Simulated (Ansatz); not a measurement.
# Co3Sn2: tests of the settings

This session on Co3Sn2 sets out to test the plane-wave cutoff.

Program: Ansatz 0.2.0. Level of theory: DFT PBEsol, scalar-relativistic, plane waves, PAW. These are calculated values, not measurements.

1 further run of the same task is left out (set aside as unsound or not needed). Runs told in other sessions of the task aren't counted.

## 1. Starting point

It takes space group P-6m2 (No. 187, hexagonal). Conventional cell: a = 4.223 Å, b = 4.223 Å, c = 5.067 Å, α = 90.00°, β = 90.00°, γ = 120.00°. Co (site symmetry 3m) has 5 Co at 2.50 to 2.76 Å and 6 Sn at 2.74 to 2.76 Å in its first shell of neighbours. Co (site symmetry -6m2) is surrounded by 5 Sn at 2.44 to 2.53 Å and 6 Co at 2.76 Å. Sn (site symmetry -6m2) has 8 Co at 2.53 to 2.74 Å in its first shell of neighbours. Sn (site symmetry -6m2) has 9 Co at 2.44 to 2.76 Å in its first shell of neighbours.

Structure file:

```
CELL_PARAMETERS angstrom
4.22299 0.00000 0.00000
-2.11150 3.65722 0.00000
0.00000 0.00000 5.06685
ATOMIC_POSITIONS crystal
Co 0.00000 0.00000 0.74636
Co 0.00000 0.00000 0.25364
Co 0.66667 0.33333 0.00000
Sn 0.66667 0.33333 0.50000
Sn 0.33333 0.66667 0.00000
```

Source of the structure: the Materials Project (structure only). It is taken as it stands there.

## 2. The base run, which the others are set against

Contents of input.yaml:

```yaml
crystal:
  lattice:
    - [4.2229921449, 0.0, 0.0]
    - [-2.1114960725, 3.6572184775, 0.0]
    - [0.0, 0.0, 5.066854]
  atoms:
    - { symbol: Co, position: [0.0, 0.0, 0.746357], spin: 1.28 }
    - { symbol: Co, position: [0.0, 0.0, 0.253643], spin: 1.28 }
    - { symbol: Co, position: [0.66666667, 0.33333333, 0.0], spin: 0.61 }
    - { symbol: Sn, position: [0.66666667, 0.33333333, 0.5] }
    - { symbol: Sn, position: [0.33333333, 0.66666667, 0.0] }
basis:
  ecutwfc: 420
kpoints:
  mp_grid: { grid: [12, 12, 8] }
hamiltonian:
  xc: pbesol
scf:
  occupations: { method: gaussian, width: 0.1 }
output:
  forces: true
  stress: true
  eigenvalues: true
  populations: true
  write_density: true
  write_potential: true
  elf: true
  volumetric_format: npy
magnetization:
  spin_polarized: true
```

Its results, from an earlier run: -5435.6682 eV/atom at zero smearing, pressure -5.88 GPa, largest force 0.002 eV/Å, no gap on the mesh, site moments Co +1.14 (×2), Co +0.50 μB, in 17 SCF cycles and 5.2 min.

## 3. Plane-wave cutoff: 150 eV

Contents of input.yaml:

```yaml
crystal:
  lattice:
    - [4.2229921449, 0.0, 0.0]
    - [-2.1114960725, 3.6572184775, 0.0]
    - [0.0, 0.0, 5.066854]
  atoms:
    - { symbol: Co, position: [0.0, 0.0, 0.746357], spin: 1.25 }
    - { symbol: Co, position: [0.0, 0.0, 0.253643], spin: 1.25 }
    - { symbol: Co, position: [0.6666666667, 0.3333333333, 0.0], spin: 0.55 }
    - { symbol: Sn, position: [0.6666666667, 0.3333333333, 0.5] }
    - { symbol: Sn, position: [0.3333333333, 0.6666666667, 0.0] }
basis:
  ecutwfc: 150
kpoints:
  mp_grid: { grid: [12, 12, 8] }
hamiltonian:
  xc: pbesol
scf:
  occupations: { method: gaussian, width: 0.1 }
output:
  forces: true
  stress: true
  eigenvalues: true
  populations: true
magnetization:
  spin_polarized: true
```

Launch:

```sh
> ansatz run input.yaml --threads 1 --pin off --max-ram 2560MiB --backend cpu --events-out ev --progress --plain --runs-dir out
```

## 4. Plane-wave cutoff: 200 eV

Edit input.yaml of step 3 so:

```diff
@@ -12,3 +12,3 @@
 basis:
-  ecutwfc: 150
+  ecutwfc: 200
 kpoints:
```

## 5. Plane-wave cutoff: 250 eV

Edit input.yaml of step 4 so:

```diff
@@ -12,3 +12,3 @@
 basis:
-  ecutwfc: 200
+  ecutwfc: 250
 kpoints:
```

## 6. Plane-wave cutoff: 300 eV

Edit input.yaml of step 5 so:

```diff
@@ -12,3 +12,3 @@
 basis:
-  ecutwfc: 250
+  ecutwfc: 300
 kpoints:
```

## 7. Plane-wave cutoff: 350 eV

Edit input.yaml of step 6 so:

```diff
@@ -12,3 +12,3 @@
 basis:
-  ecutwfc: 300
+  ecutwfc: 350
 kpoints:
```

## 8. Plane-wave cutoff set to 380 eV

Edit input.yaml of step 7 so:

```diff
@@ -12,3 +12,3 @@
 basis:
-  ecutwfc: 350
+  ecutwfc: 380
 kpoints:
```

## 9. Plane-wave cutoff: 460 eV

Edit input.yaml of step 8 so:

```diff
@@ -12,3 +12,3 @@
 basis:
-  ecutwfc: 380
+  ecutwfc: 460
 kpoints:
```

## 10. Plane-wave cutoff: 520 eV

Edit input.yaml of step 9 so:

```diff
@@ -12,3 +12,3 @@
 basis:
-  ecutwfc: 460
+  ecutwfc: 520
 kpoints:
```

## 11. Plane-wave cutoff: 600 eV

Edit input.yaml of step 10 so:

```diff
@@ -12,3 +12,3 @@
 basis:
-  ecutwfc: 520
+  ecutwfc: 600
 kpoints:
```

## 12. Plane-wave cutoff set to 700 eV

Edit input.yaml of step 11 so:

```diff
@@ -12,3 +12,3 @@
 basis:
-  ecutwfc: 600
+  ecutwfc: 700
 kpoints:
```

## 13. Plane-wave cutoff set to 850 eV

Edit input.yaml of step 12 so:

```diff
@@ -12,3 +12,3 @@
 basis:
-  ecutwfc: 700
+  ecutwfc: 850
 kpoints:
```

(Steps that only read results are left out.)

What results come out of these runs, taken together?

As calculated:

| quantity | value |
| --- | --- |
| plane-wave cutoff: within 10 and 1 meV/atom of 850 eV from | 380 eV for 10; 520 eV for 1 |

**Reading.** In the sweep of the plane-wave cutoff, 520 eV already comes within 1 meV/atom of the reference, and so do all later runs, at about 0.57 of the reference's time. The reference is only the best run made, not a proven limit. Much of this error cancels in differences between similar cells. The pressure is off by up to 9.6 GPa. Forces stay within 0.01 eV/Å of the reference from 350 eV on. The cell's moment varies from 0.00 to 2.66 μB over the series. In some runs cutoff or mesh lie under the advised values, so their numbers carry a basis error.
